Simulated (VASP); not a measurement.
# Cs (I4_1/amd) in VASP: a series of runs

The runs below take Cs through single point, with RPBE.

All numbers are computed with VASP 6.6.1; they aren't measurements. Logs are shortened: lines on timing, memory, paths and dates and some standing lists are left out, and cuts for length are marked.

## Step 1: The structure

The structure is tetragonal, space group I4_1/amd (No. 141). The conventional cell has a = 5.108 Å, b = 5.108 Å, c = 19.192 Å, α = 90.00°, β = 90.00°, γ = 90.00°.

This isn't the form of Cs at room conditions, which is bcc.

## Step 2: Single point, RPBE

INCAR reads:

```
SYSTEM = Cs
PREC = Accurate ; ENCUT = 520
EDIFF = 1E-6 ; ISMEAR = 0
SIGMA = 0.02 ; LREAL = .FALSE.
LASPH = .TRUE. ; NELM = 80
ALGO = Normal ; ISIF = 2
LWAVE = .FALSE. ; LCHARG = .TRUE.
GGA = RP ; LELF = .TRUE.
LVHAR = .TRUE.
```

KPOINTS reads:

```
Automatic mesh
0
G
  7 7 7
  0 0 0
```

POSCAR reads:

```
Cs
1.0
   -2.5538463026      2.5538463026      9.5960667852
    2.5538463026     -2.5538463026      9.5960667852
    2.5538463026      2.5538463026     -9.5960667852
Cs
2
Direct
    0.5000000000      0.5000000000      0.0000000000
    0.2500000000      0.7500000000      0.5000000000
```

Potentials or basis: VASP PAW PBE potentials, release 64 (Cs_sv).

Started as:

```bash
> cat potpaw_PBE.64/Cs_sv/POTCAR > POTCAR
> mpirun -np 1 vasp_std > vasp.out
```

OUTCAR:

```text
SYSTEM = Cs
   PREC = Accurate
   ENCUT = 520
   EDIFF = 1E-6
   ISMEAR = 0
   LREAL = .FALSE.
   LASPH = .TRUE.
   NELM = 80
   ISIF = 2
   GGA = RP

 ion  position               nearest neighbor table
   1  0.500  0.500  0.000-
   2  0.250  0.750  0.500-

  LATTYP: Found a body centered tetragonal cell.
 ALAT       =     5.1076926052
 C/A-ratio  =     3.7574958115

  Lattice vectors:

 A1 = (  -2.5538463026,   2.5538463026,   9.5960667852)
 A2 = (   2.5538463026,  -2.5538463026,   9.5960667852)
 A3 = (   2.5538463026,   2.5538463026,  -9.5960667852)

Analysis of symmetry for initial positions (statically):
=====================================================================
 Subroutine PRICEL returns:
 Original cell was already a primitive cell.

 Routine SETGRP: Setting up the symmetry group for a
 body centered tetragonal supercell.

 Subroutine GETGRP returns: Found 16 space group operations
 (whereof  8 operations were pure point group operations)
 out of a pool of 16 trial point group operations.

The static configuration has the point symmetry D_2d.
 The point group associated with its full space group is D_4h.

Analysis of symmetry for dynamics (positions and initial velocities):
=====================================================================
 Subroutine PRICEL returns:
 Original cell was already a primitive cell.

 Routine SETGRP: Setting up the symmetry group for a
 body centered tetragonal supercell.

 Subroutine GETGRP returns: Found 16 space group operations
 (whereof  8 operations were pure point group operations)
 out of a pool of 16 trial point group operations.

The dynamic configuration has the point symmetry D_2d.
 The point group associated with its full space group is D_4h.

 Subroutine INISYM returns: Found 16 space group operations
 (whereof  8 operations are pure point group operations),
 and found     1 'primitive' translations

----------------------------------------------------------------------------------------

                                     Primitive cell

  volume of cell :     250.3472

  direct lattice vectors                    reciprocal lattice vectors
    -2.553846303  2.553846303  9.596066785     0.000000000  0.195783121  0.052104681
     2.553846303 -2.553846303  9.596066785     0.195783121  0.000000000  0.052104681
     2.553846303  2.553846303 -9.596066785     0.195783121  0.195783121  0.000000000

  length of vectors
    10.253231667 10.253231667 10.253231667     0.202597947  0.202597947  0.276879145

[... 92 lines left out ...]
   NUPDOWN=      -1.0000    fix difference up-down
   EMIN   =  10.00;   EMAX   =-10.00  energy-range for DOS
   EFERMI =   0.00;   METHOD = LEGACY
   ISMEAR =     0;   SIGMA  =   0.02  broadening in eV -4-tet -1-fermi 0-gaus
   EFERMI_NEDOS =   21; number of points for ismear=-14 and -15
   IALGO  =     38    algorithm
   IMIX   =      4    mixing-type and parameters
     AMIX     =   0.40;   BMIX     =  1.00
     AMIX_MAG =   1.60;   BMIX_MAG =  1.00
  volume/ion in A,a.u.               =     125.17       844.71
  Fermi-wavevector in a.u.,A,eV,Ry     =   0.680745  1.286422  6.305135  0.463414
  Thomas-Fermi vector in A             =   1.759326
   LORBIT       =      0    0 simple, 1 ext, 2 COOP (PROOUT), +10 PAW based schemes
   GGA     = RP    functional components
   LHFCALC =     F    Hartree Fock is set to
   AEXX    =    0.0000 exact exchange contribution
   IVDW    =     0    specifies the selected vdW correction
   LEPSILON=     F    determine dielectric tensor
   LRPA    =     F    only Hartree local field effects (RPA)
 non-spin polarized calculation
 Gauss-broadening in eV      SIGMA  =   0.02
  energy-cutoff  :      520.00
  volume of cell :      250.35
 maximum number of plane-waves:      6804
 NGX is ok and might be reduce to    80
   NGX = 39   NGY = 39   NGZ = 39

 number of electron      18.0000001 magnetization

 Free energy of the ion-electron system (eV)
  ---------------------------------------------------
  ext. energy  EPLUGINS =         0.00000000
  ---------------------------------------------------
  free energy    TOTEN  =        -1.35773492 eV

  energy without entropy =       -1.35664654  energy(sigma->0) =       -1.35719073

 E-fermi :   0.4221     XC(G=0):  -5.0588

 val. band max:        0.4200682950   @ k =  -0.2857   0.4286   0.1429
 cond. band min:       0.4278843059   @ k =   0.1429   0.0000   0.0000
 fundamental gap:      0.0078160109
 Fermi energy:         0.4220948984

 k-point     1 :       0.0000    0.0000    0.0000
  band No.  band energies     occupation
      1     -23.6510      2.00000
      2     -23.6469      2.00000
      3     -10.5213      2.00000
      4     -10.4124      2.00000
      5     -10.4123      2.00000
      6     -10.4123      2.00000
      7     -10.4076      2.00000
      8     -10.4076      2.00000
      9      -1.1817      2.00000
     10       0.3260      2.00000
     11       0.8926      0.00000
     12       2.0082      0.00000
     13       2.0138      0.00000
[... 354 lines left out ...]
  band No.  band energies     occupation
      1     -23.6417      2.00000
      2     -23.6409      2.00000
      3     -10.5300      2.00000
      4     -10.5224      2.00000
      5     -10.4824      2.00000
      6     -10.4782      2.00000
      7     -10.4466      2.00000
      8     -10.4296      2.00000
      9       0.7516      0.00000
     10       0.7698      0.00000
     11       1.1593      0.00000
     12       1.8391      0.00000
     13       1.9644      0.00000

 [... further k-points ...]

------------------------ aborting loop because EDIFF is reached ----------------------------------------

  FORCE on cell =-STRESS in cart. coord.  units (eV):
  Direction    XX          YY          ZZ          XY          YZ          ZX
  --------------------------------------------------------------------------------------
  -------------------------------------------------------------------------------------
  Total        0.3242499      0.3242499      0.1406065      0.0000000      0.0000000      0.0000000
  in kB        2.0751416      2.0751416      0.8998567      0.0000000      0.0000000      0.0000000
  external PRESSURE =       1.6833799 kB  Pullay stress =       0.0000000 kB

 VOLUME and BASIS-vectors are now :
 -----------------------------------------------------------------------------
  energy-cutoff  :      520.00
  volume of cell :      250.35
      direct lattice vectors                 reciprocal lattice vectors
    -2.553846303  2.553846303  9.596066785     0.000000000  0.195783121  0.052104681
     2.553846303 -2.553846303  9.596066785     0.195783121  0.000000000  0.052104681
     2.553846303  2.553846303 -9.596066785     0.195783121  0.195783121  0.000000000

 POSITION                                       TOTAL-FORCE (eV/Angst)
 -----------------------------------------------------------------------------------
      0.00000      0.00000      9.59607        -0.000000      0.000000     -0.000000
      2.55385      0.00000      4.79803         0.000000     -0.000000      0.000000
 -----------------------------------------------------------------------------------
    total drift:                                0.000000     -0.000000      0.000000

  FREE ENERGIE OF THE ION-ELECTRON SYSTEM (eV)
  ---------------------------------------------------
  free  energy   TOTEN  =        -1.3577349190 eV

  energy  without entropy=       -1.3566465360  energy(sigma->0) =       -1.35719073
```

Run time: 5.4 min. Hardware: 1 thread of Intel Xeon 6975P-C (Granite Rapids), shared host; peak memory 0.88 GiB.

Results:

- Free energy: -1.3577 eV
- Pressure: 0.2 GPa
- Band gap on the k mesh: none (metal or under the smearing width)

Stress tensor (GPa, compression positive):
```
0.21 0.00 0.00
0.00 0.21 0.00
0.00 0.00 0.09
```

Caveat: the PAW data sets were made with another functional, which shifts forces and pressure a little.

## Step 3: Single point, RPBE

run.py reads:

```python
from ase.calculators.vasp import Vasp
from ase.dft.bandgap import bandgap
from ase.spacegroup import crystal

atoms = crystal(
    ['Cs'],
    basis=[[0.5, 0.5, 0.0]],
    spacegroup=141,
    setting=1,
    cellpar=[5.10769261, 5.10769261, 19.19213357, 90.0, 90.0, 90.0],
    primitive_cell=True,
)
calc = Vasp(
    directory='calc',
    xc='rpbe',
    pp='PBE',
    setups='materialsproject',
    prec='Accurate',
    encut=520,
    ediff=1e-07,
    ismear=0,
    sigma=0.02,
    lreal=False,
    lasph=True,
    nelm=60,
    algo='Fast',
    isif=2,
    lwave=False,
    lcharg=False,
    kpts=[7, 7, 7],
    gamma=True,
)
atoms.calc = calc

print('energy (eV):', atoms.get_potential_energy())
print('free energy (eV):', atoms.get_potential_energy(force_consistent=True))
print('forces (eV/A):')
print(atoms.get_forces())
print('stress (eV/A^3, Voigt):', atoms.get_stress())
print('Fermi level (eV):', calc.get_fermi_level())
gap, top, bottom = bandgap(calc)
print('band gap (eV):', gap, 'from (spin, k, band)', top, 'to', bottom)
```

Potentials or basis: VASP PAW PBE potentials, release 64 (Cs_sv).

Started as:

```bash
> python run.py
```

Standard output:

```text
energy (eV): -1.35719164
free energy (eV): -1.35773572
forces (eV/A):
[[ 0. -0.  0.]
 [-0.  0. -0.]]
stress (eV/A^3, Voigt): [-0.00129511 -0.00129511 -0.0005671  -0.         -0.         -0.        ]
Fermi level (eV): 0.42207592
band gap (eV): 0.0 from (spin, k, band) (None, None, None) to (None, None, None)
```

OUTCAR:

```text
ENCUT = 520.000000
   EDIFF = 1.00e-07
   GGA = RP
   PREC = Accurate
   ISIF = 2
   ISMEAR = 0
   NELM = 60
   LASPH = .TRUE.
   LREAL = .FALSE.

 ion  position               nearest neighbor table
   1  0.500  0.500  0.000-
   2  0.250  0.750  0.500-

  LATTYP: Found a body centered tetragonal cell.
 ALAT       =     5.1076926100
 C/A-ratio  =     3.7574958079

  Lattice vectors:

 A1 = (  -2.5538463050,   2.5538463050,   9.5960667850)
 A2 = (   2.5538463050,  -2.5538463050,   9.5960667850)
 A3 = (   2.5538463050,   2.5538463050,  -9.5960667850)

Analysis of symmetry for initial positions (statically):
=====================================================================
 Subroutine PRICEL returns:
 Original cell was already a primitive cell.

 Routine SETGRP: Setting up the symmetry group for a
 body centered tetragonal supercell.

 Subroutine GETGRP returns: Found 16 space group operations
 (whereof  8 operations were pure point group operations)
 out of a pool of 16 trial point group operations.

The static configuration has the point symmetry D_2d.
 The point group associated with its full space group is D_4h.
[... 169 lines left out ...]
 fundamental gap:      0.0079123844
 Fermi energy:         0.4220759243

 k-point     1 :       0.0000    0.0000    0.0000
  band No.  band energies     occupation
      1     -23.6513      2.00000
      2     -23.6471      2.00000
      3     -10.5215      2.00000
      4     -10.4125      2.00000
      5     -10.4125      2.00000
      6     -10.4125      2.00000
      7     -10.4078      2.00000
      8     -10.4078      2.00000
      9      -1.1817      2.00000
     10       0.3261      2.00000
     11       0.8924      0.00000
     12       2.0084      0.00000
     13       2.0138      0.00000
[... 354 lines left out ...]
  band No.  band energies     occupation
      1     -23.6420      2.00000
      2     -23.6412      2.00000
      3     -10.5302      2.00000
      4     -10.5226      2.00000
      5     -10.4826      2.00000
      6     -10.4784      2.00000
      7     -10.4467      2.00000
      8     -10.4297      2.00000
      9       0.7516      0.00000
     10       0.7698      0.00000
     11       1.1593      0.00000
     12       1.8391      0.00000
     13       1.9645      0.00000

 [... further k-points ...]
[... 5 lines left out ...]
  --------------------------------------------------------------------------------------
  -------------------------------------------------------------------------------------
  Total        0.3242267      0.3242267      0.1419712      0.0000000     -0.0000000      0.0000000
  in kB        2.0749927      2.0749927      0.9085900      0.0000000     -0.0000000      0.0000000
  external PRESSURE =       1.6861918 kB  Pullay stress =       0.0000000 kB

 VOLUME and BASIS-vectors are now :
 -----------------------------------------------------------------------------
  energy-cutoff  :      520.00
  volume of cell :      250.35
      direct lattice vectors                 reciprocal lattice vectors
    -2.553846305  2.553846305  9.596066785     0.000000000  0.195783121  0.052104681
     2.553846305 -2.553846305  9.596066785     0.195783121  0.000000000  0.052104681
     2.553846305  2.553846305 -9.596066785     0.195783121  0.195783121  0.000000000

 POSITION                                       TOTAL-FORCE (eV/Angst)
 -----------------------------------------------------------------------------------
      0.00000      0.00000      9.59607         0.000000     -0.000000      0.000000
      2.55385      0.00000      4.79803        -0.000000      0.000000     -0.000000
 -----------------------------------------------------------------------------------
    total drift:                                0.000000     -0.000000      0.000000

  FREE ENERGIE OF THE ION-ELECTRON SYSTEM (eV)
  ---------------------------------------------------
  free  energy   TOTEN  =        -1.3577357230 eV

  energy  without entropy=       -1.3566475612  energy(sigma->0) =       -1.35719164
```

INCAR:

```text
ENCUT = 520.000000
SIGMA = 0.020000
EDIFF = 1.00e-07
ALGO = Fast
GGA = RP
PREC = Accurate
ISIF = 2
ISMEAR = 0
NELM = 60
LASPH = .TRUE.
LCHARG = .FALSE.
LWAVE = .FALSE.
LREAL = .FALSE.
```

It took 7.7 min on 1 thread of Intel Xeon 6975P-C (Granite Rapids), shared host; peak memory 0.96 GiB.

What came out:

| Quantity | Value |
| --- | --- |
| Free energy | -1.3577 eV |
| Pressure | 0.2 GPa |
| Band gap on the k mesh | none (metal or under the smearing width) |

Stress tensor (GPa, compression positive):
```
0.21 0.00 0.00
0.00 0.21 0.00
0.00 0.00 0.09
```

Caveat: the PAW data sets were made with another functional, which shifts forces and pressure a little. The run has no spin-orbit coupling, so splittings on Cs are missing.

## Step 4: The reference run

An earlier run on the cell as given: functional PBE; potentials or basis VASP PAW PBE potentials, release 64 (Cs_sv); cutoff 520 eV; k mesh 7 × 7 × 7; occupations fermi-dirac, width 0.05 eV; no spin polarisation.

* Pressure: 0.0 GPa
* Band gap on the k mesh: none (metal or under the smearing width)
